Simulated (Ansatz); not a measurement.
# Ag (P6_3/mmc) in Ansatz: equation of state

Aim: energy against volume of Ag in PBEsol, for its equilibrium volume and stiffness.

Everything below comes from runs of Ansatz 0.2.0. Logs are shortened: lines on timing, memory, paths and dates and some standing lists are left out, and cuts for length are marked.

### Step 1. The structure

It takes space group P6_3/mmc (No. 194, hexagonal). The conventional cell has a = 2.886 Å, b = 2.886 Å, c = 10.000 Å, α = 90.00°, β = 90.00°, γ = 120.00°. Ag (site symmetry -3m) is surrounded by 12 Ag at 2.89 to 3.00 Å. Around Ag (site symmetry -6m2) lie 12 Ag at 2.89 to 3.00 Å.

This isn't the form of Ag at room conditions, which is fcc.

### Step 2. Equation of state, PBEsol

Potentials or basis: all-electron LAPW, scalar-relativistic.

This step only gathers the single runs of the series.

What came out:

```
Equilibrium volume                        : 16.73 Å³/atom (rough: see the caveat)
Bulk modulus at fixed shape and positions : 119 GPa (rough)
```

Energy against volume, from the lowest point:
| volume (Å³/atom) | energy (meV/atom) |
| --- | --- |
| 16.953 | 0.00 |
| 17.314 | 5.94 |
| 17.675 | 16.36 |
| 18.035 | 30.72 |
| 18.396 | 48.42 |
| 18.757 | 68.96 |
| 19.117 | 91.94 |

Caveat: the minimum lies outside the volumes run; the cell was scaled at fixed shape and fractional positions, which overstates the stiffness of a crystal with free parameters, most of all of layers and chains.
